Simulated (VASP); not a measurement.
A run of VASP 6.6.1:

INCAR

```
  PREC = Accurate
  ENCUT = 520
  EDIFF = 1E-6
  ISMEAR = 0
  SIGMA = 0.01
  LREAL = False
  LASPH = True
  NELM = 100
  ALGO = Fast
  ISIF = 2
  LWAVE = False
  LCHARG = False
  GGA = PE
  NBANDS = 16
```

KPOINTS

```
regular mesh
0
Gamma
  4 4 4
```

File POSCAR:

```
InP
1.0
    0.0000000000      2.9305000000      2.9305000000
    2.9305000000      0.0000000000      2.9305000000
    2.9305000000      2.9305000000      0.0000000000
In P
1 1
Direct
    0.0000000000      0.0000000000      0.0000000000
    0.2500000000      0.2500000000      0.2500000000
```

Potentials or basis: VASP PAW PBE potentials, release 64 (In_d, P).

The run is started by

```console
$ cat potpaw_PBE.64/In_d/POTCAR potpaw_PBE.64/P/POTCAR > POTCAR
$ mpirun -np 1 vasp_std > vasp.out
```

Hardware: 1 thread of AMD EPYC 9R45 (Zen 5), on a shared host.

Q: How long does it take, and how much memory?

A: Run time: 7 s on 1 thread of AMD EPYC 9R45 (Zen 5) (shared host), peak memory 0.14 GiB. Counts: scf iterations 14, k points 8.
